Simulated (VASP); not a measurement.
# Sr (P6_3/mmc) in VASP: a series of runs

One crystal, Sr, is run at these levels: PBE; tasks: single point.

Program: VASP 6.6.1. These are calculated values, not measurements. Logs are shortened: lines on timing, memory, paths and dates and some standing lists are left out, and cuts for length are marked.

## (1) The crystal as given

It takes space group P6_3/mmc (No. 194, hexagonal). Conventional cell: a = 4.310 Å, b = 4.310 Å, c = 7.050 Å, α = 90.00°, β = 90.00°, γ = 120.00°. Sr (site symmetry -6m2) has 12 Sr at 4.31 Å as nearest neighbours.

This isn't the form of Sr at room conditions, which is fcc.

## (2) Single point, PBE

INCAR

```
SYSTEM = Sr
  ADDGRID = .False.
  ALGO = Normal
  EDIFF = 1E-6
  ENCUT = 300
  GGA = PE
  ISIF = 2
  ISMEAR = 0
  LASPH = .True.
  LCHARG = .False.
  LREAL = .False.
  LWAVE = .False.
  NBANDS = 17
  NELM = 100
  PREC = Accurate
  SIGMA = 0.15
```

KPOINTS

```
k-points
0
Gamma
  4 4 2
  0 0 0
```

POSCAR

```
Sr
1.0
    4.3100000000      0.0000000000      0.0000000000
   -2.1550000000      3.7325694903      0.0000000000
    0.0000000000      0.0000000000      7.0500000000
Sr
2
Direct
    0.6666666667      0.3333333333      0.7500000000
    0.3333333333      0.6666666667      0.2500000000
```

Potentials or basis: VASP PAW PBE potentials, release 64 (Sr_sv).

Launch:

```sh
$ cat potpaw_PBE.64/Sr_sv/POTCAR > POTCAR
$ mpirun -np 1 vasp_std > vasp.out
```

OUTCAR:

```text
SYSTEM = Sr
   EDIFF = 1E-6
   ENCUT = 300
   GGA = PE
   ISIF = 2
   ISMEAR = 0
   LASPH = .True.
   LREAL = .False.
   NELM = 100
   PREC = Accurate

 Found      8 irreducible k-points:

 Following reciprocal coordinates:
            Coordinates               Weight
  0.000000  0.000000  0.000000      1.000000
  0.250000  0.000000  0.000000      6.000000
  0.500000  0.000000  0.000000      3.000000
  0.250000  0.250000  0.000000      6.000000
  0.000000  0.000000  0.500000      1.000000
  0.250000  0.000000  0.500000      6.000000
   k-points           NKPTS =      8   k-points in BZ     NKDIM =      8   number of bands    NBANDS=     17
   number of dos      NEDOS =    301   number of ions     NIONS =      2
   total plane-waves  NPLWV =  23040
   dimension x,y,z NGX =    24 NGY =   24 NGZ =   40
   dimension x,y,z NGXF=    48 NGYF=   48 NGZF=   80
   ions per type =               2
   NGX,Y,Z   is equivalent  to a cutoff of   9.26,  9.26,  9.43 a.u.
   NGXF,Y,Z  is equivalent  to a cutoff of  18.51, 18.51, 18.86 a.u.
 SYSTEM =  Sr
   PREC   = accura    normal or accurate (medium, high low for compatibility)
   ISTART =      0    job   : 0-new  1-cont  2-samecut
   ICHARG =      2    charge: 1-file 2-atom 10-const
   ISPIN  =      1    spin polarized calculation?
   LNONCOLLINEAR =      F non collinear calculations
   LSORBIT =      F    spin-orbit coupling
   LASPH  =      T    aspherical Exc in radial PAW
   ENCUT  =  300.0 eV  22.05 Ry    4.70 a.u.   6.09  6.09  9.96*2*pi/ulx,y,z
   NELM   =    100;   NELMIN=  2; NELMDL= -5     # of ELM steps
   EDIFF  = 0.1E-05   stopping-criterion for ELM
   LREAL  =      F    real-space projection
   EDIFFG = 0.1E-04   stopping-criterion for IOM
   NSW    =      0    number of steps for IOM
   IBRION =     -1    ionic relax: 0-MD 1-quasi-New 2-CG
   NFREE  =      0    steps in history (QN), initial steepest desc. (CG)
   ISIF   =      2    stress and relaxation
   ISYM   =      2    0-nonsym 1-usesym 2-fastsym
   POTIM  = 0.5000    time-step for ionic-motion
   TEBEG  =    0.0;   TEEND  =   0.0 temperature during run
   PSTRESS=    0.0 pullay stress
   NELECT =      20.0000    total number of electrons
   NUPDOWN=      -1.0000    fix difference up-down
   EMIN   =  10.00;   EMAX   =-10.00  energy-range for DOS
   EFERMI =   0.00;   METHOD = LEGACY
   ISMEAR =     0;   SIGMA  =   0.15  broadening in eV -4-tet -1-fermi 0-gaus
   EFERMI_NEDOS =   21; number of points for ismear=-14 and -15
   IALGO  =     38    algorithm
   IMIX   =      4    mixing-type and parameters
     AMIX     =   0.40;   BMIX     =  1.00
     AMIX_MAG =   1.60;   BMIX_MAG =  1.00
  volume/ion in A,a.u.               =      56.71       382.68
  Fermi-wavevector in a.u.,A,eV,Ry     =   0.918037  1.734838 11.466874  0.842791
  Thomas-Fermi vector in A             =   2.043073
   LORBIT       =      0    0 simple, 1 ext, 2 COOP (PROOUT), +10 PAW based schemes
   GGA     = PE    functional components
   LHFCALC =     F    Hartree Fock is set to
   AEXX    =    0.0000 exact exchange contribution
   IVDW    =     0    specifies the selected vdW correction
   LEPSILON=     F    determine dielectric tensor
   LRPA    =     F    only Hartree local field effects (RPA)
 non-spin polarized calculation
 Gauss-broadening in eV      SIGMA  =   0.15
  energy-cutoff  :      300.00
  volume of cell :      113.42
 maximum number of plane-waves:      1356
   NGX = 13   NGY = 13   NGZ = 19

 number of electron      20.0000002 magnetization

 Free energy of the ion-electron system (eV)
  ---------------------------------------------------
  ext. energy  EPLUGINS =         0.00000000
  ---------------------------------------------------
  free energy    TOTEN  =        -3.29531315 eV

  energy without entropy =       -3.25700890  energy(sigma->0) =       -3.27616102

 E-fermi :   1.5126     XC(G=0):  -7.2591

 val. band max:        1.5005333194   @ k =   0.0000   0.0000   0.0000
 cond. band min:       1.5783287323   @ k =   0.5000   0.0000   0.0000
 fundamental gap:      0.0777954129
 Fermi energy:         1.5125566113

 k-point     1 :       0.0000    0.0000    0.0000
  band No.  band energies     occupation
      1     -35.1898      2.00000
      2     -35.1779      2.00000
      3     -17.2479      2.00000
      4     -17.1085      2.00000
      5     -17.1085      2.00000
      6     -17.0847      2.00000
[... 9 lines left out ...]
     16       4.1472      0.00000
     17       4.6563      0.00000

 k-point     2 :       0.2500    0.0000    0.0000
  band No.  band energies     occupation
      1     -35.1843      2.00000
      2     -35.1754      2.00000
      3     -17.2165      2.00000
      4     -17.1759      2.00000
      5     -17.1525      2.00000
      6     -17.1292      2.00000
[... 9 lines left out ...]
     16       4.5200      0.00000
     17       4.5306      0.00000

 k-point     3 :       0.5000    0.0000    0.0000
  band No.  band energies     occupation
      1     -35.1778      2.00000
      2     -35.1739      2.00000
      3     -17.2439      2.00000
      4     -17.2172      2.00000
      5     -17.1710      2.00000
      6     -17.1488      2.00000
[... 9 lines left out ...]
     16       5.6862      0.00000
     17       6.2274      0.00000

 k-point     4 :       0.2500    0.2500    0.0000
  band No.  band energies     occupation
      1     -35.1778      2.00000
      2     -35.1739      2.00000
      3     -17.2147      2.00000
      4     -17.2036      2.00000
      5     -17.1715      2.00000
      6     -17.1631      2.00000
[... 9 lines left out ...]
     16       4.9530      0.00000
     17       5.1299      0.00000

 k-point     5 :       0.0000    0.0000    0.5000
  band No.  band energies     occupation
      1     -35.1839      2.00000
      2     -35.1839      2.00000
      3     -17.1619      2.00000
      4     -17.1619      2.00000
      5     -17.0967      2.00000
      6     -17.0967      2.00000
[... 9 lines left out ...]
     16       3.7501      0.00000
     17       5.5777      0.00000

 k-point     6 :       0.2500    0.0000    0.5000
  band No.  band energies     occupation
      1     -35.1798      2.00000
      2     -35.1798      2.00000
      3     -17.1929      2.00000
      4     -17.1929      2.00000
      5     -17.1235      2.00000
      6     -17.1235      2.00000
[... 9 lines left out ...]
     16       4.2271      0.00000
     17       5.4707      0.00000

 [... further k-points ...]

------------------------ aborting loop because EDIFF is reached ----------------------------------------

  FORCE on cell =-STRESS in cart. coord.  units (eV):
  Direction    XX          YY          ZZ          XY          YZ          ZX
  --------------------------------------------------------------------------------------
  -------------------------------------------------------------------------------------
  Total       -0.4728961     -0.4728961      0.2769366      0.0000000      0.0000000      0.0000000
  in kB       -6.6803930     -6.6803930      3.9121607      0.0000000      0.0000000      0.0000000
  external PRESSURE =      -3.1495418 kB  Pullay stress =       0.0000000 kB

 VOLUME and BASIS-vectors are now :
 -----------------------------------------------------------------------------
  energy-cutoff  :      300.00
  volume of cell :      113.42
      direct lattice vectors                 reciprocal lattice vectors
     4.310000000  0.000000000  0.000000000     0.232018561  0.133955979  0.000000000
    -2.155000000  3.732569490  0.000000000     0.000000000  0.267911958  0.000000000
     0.000000000  0.000000000  7.050000000     0.000000000  0.000000000  0.141843972

 POSITION                                       TOTAL-FORCE (eV/Angst)
 -----------------------------------------------------------------------------------
      2.15500      1.24419      5.28750         0.000000     -0.000000      0.000000
     -0.00000      2.48838      1.76250        -0.000000      0.000000      0.000000
 -----------------------------------------------------------------------------------
    total drift:                                0.000000     -0.000000      0.000000

  FREE ENERGIE OF THE ION-ELECTRON SYSTEM (eV)
  ---------------------------------------------------
  free  energy   TOTEN  =        -3.2953131515 eV

  energy  without entropy=       -3.2570088960  energy(sigma->0) =       -3.27616102
```

OSZICAR:

```text
N       E                     dE             d eps       ncg     rms          rms(c)
DAV:   1     0.755611020600E+02    0.75561E+02   -0.74521E+03   288   0.655E+02
DAV:   2     0.383549437974E+01   -0.71726E+02   -0.70827E+02   370   0.178E+02
DAV:   3    -0.315255742524E+01   -0.69881E+01   -0.69776E+01   481   0.350E+01
DAV:   4    -0.328794592931E+01   -0.13539E+00   -0.13532E+00   381   0.451E+00
DAV:   5    -0.328948221071E+01   -0.15363E-02   -0.15363E-02   413   0.429E-01    0.159E+01
DAV:   6    -0.329214977109E+01   -0.26676E-02   -0.12834E-02   351   0.108E+00    0.898E+00
DAV:   7    -0.329512066379E+01   -0.29709E-02   -0.21667E-02   306   0.137E+00    0.416E-01
DAV:   8    -0.329520866713E+01   -0.88003E-04   -0.33044E-03   436   0.254E-01    0.128E-01
DAV:   9    -0.329527096391E+01   -0.62297E-04   -0.15566E-04   391   0.574E-02    0.476E-02
DAV:  10    -0.329531350004E+01   -0.42536E-04   -0.15675E-05   311   0.266E-02    0.193E-02
DAV:  11    -0.329531315146E+01    0.34858E-06   -0.81386E-07   280   0.492E-03
   1 F= -.32953132E+01 E0= -.32761610E+01  d E =-.383043E-01
```

stdout:

```text
POSCAR found type information on POSCAR Sr
 POSCAR found :  1 types and       2 ions
 scaLAPACK will be used
 LDA part: xc-table for (Slater+PW92), standard interpolation
 POSCAR, INCAR and KPOINTS ok, starting setup
 FFT: planning ... GRIDC
 FFT: planning ... GRID_SOFT
 FFT: planning ... GRID
 WAVECAR not read
 entering main loop
```

Wall time 3.2 s (1 thread of Intel Xeon 6975P-C (Granite Rapids), shared host); peak memory 0.15 GiB.

These settings aren't checked as converged: the numbers below hold their error.

What came out:

```yaml
Free_energy: -3.2953 eV
Pressure: -0.3 GPa
Band_gap_on_the_k_mesh: none (metal or under the smearing width)
```

Caveat: the k mesh is coarse (spacing up to 0.45 Å⁻¹), so the values aren't converged.

## (3) Single point, PBE

INCAR is that of step 2.

KPOINTS is that of step 2.

POSCAR

```
Sr
1.0
    4.3100000000      0.0000000000      0.0000000000
   -2.1550000000      3.7325694903      0.0000000000
    0.0000000000      0.0000000000      7.0500000000
Sr
2
Direct
    0.6432960000      0.3178180000      0.7464440000
    0.3199860000      0.6535770000      0.2508690000
```

Potentials or basis: VASP PAW PBE potentials, release 64 (Sr_sv).

Launch:

```sh
$ cat potpaw_PBE.64/Sr_sv/POTCAR > POTCAR
$ mpirun -np 1 vasp_std > vasp.out
```

Wall time 5.4 s (1 thread of Intel Xeon 6975P-C (Granite Rapids), shared host); peak memory 0.15 GiB.

The run converged, but some of its settings lie outside the range that counts as converged, so its numbers aren't taken as properties of the crystal.

Results:

```
Free energy            : -3.2944 eV
Pressure               : -0.3 GPa
Largest force          : 0.045 eV/Å
Band gap on the k mesh : none (metal or under the smearing width)
```

Caveat: the k mesh is coarse (spacing up to 0.45 Å⁻¹), so the values aren't converged.

## (4) Single point, PBE

INCAR, as its differences from that of step 3:

```diff
@@ -4,3 +4,3 @@
   EDIFF = 1E-6
-  ENCUT = 300
+  ENCUT = 250
   GGA = PE
```

KPOINTS

```
k-points
0
Gamma
  4 4 3
  0 0 0
```

POSCAR

```
Sr
1.0
    4.3100000000      0.0000000000      0.0000000000
   -2.1550000000      3.7325694903      0.0000000000
    0.0000000000      0.0000000000      7.0500000000
Sr
2
Direct
    0.6666666667      0.3333333333      0.7500000000
    0.3333333333      0.6666666667      0.2500000000
```

Launch:

```sh
$ cat potpaw_PBE.64/Sr_sv/POTCAR > POTCAR
$ mpirun -np 1 vasp_std > vasp.out
```

Wall time 2.9 s (1 thread of Intel Xeon 6975P-C (Granite Rapids), shared host); peak memory 0.14 GiB.

The run converged, but some of its settings lie outside the range that counts as converged, so its numbers aren't taken as properties of the crystal.

What came out:

* Free energy: -3.3168 eV
* Band gap on the k mesh: none (metal or under the smearing width)

Caveat: the k mesh is coarse (spacing up to 0.42 Å⁻¹), so the values aren't converged; the cutoff is under 1.25 times the usual one of these potentials, so pressure, stress and relaxed cells hold a basis-set (Pulay) error.

(Continued in part 2 of 2.)
